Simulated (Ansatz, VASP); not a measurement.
**One calculation of P, two programs**

```
CELL_PARAMETERS angstrom
0.00000 1.94693 1.94693
1.94693 0.00000 1.94693
1.94693 1.94693 0.00000
ATOMIC_POSITIONS crystal
P 0.00000 0.00000 0.00000
```

Alike in both runs: task single point; functional BLYP; k mesh 15 × 15 × 15; occupations fermi-dirac, width 0.1 eV; no spin polarisation.

```csv
,VASP,Ansatz
version,VASP 6.6.1,Ansatz 0.2.0
potentials or method,"VASP PAW PBE potentials, release 64 (P)","plane waves (420 eV) with PAW, scalar-relativistic"
plane-wave cutoff (eV),520,420
valence electrons in the cell,5,5
```

|  | VASP | Ansatz | Ansatz less VASP |
| --- | --- | --- | --- |
| pressure (GPa) | 11.1 | 10.9 | -0.23 |

The functional is the same, so the differences come from potentials, cutoffs and numerics.

Caveats: the PAW data sets were made with another functional, which shifts forces and pressure a little (VASP).
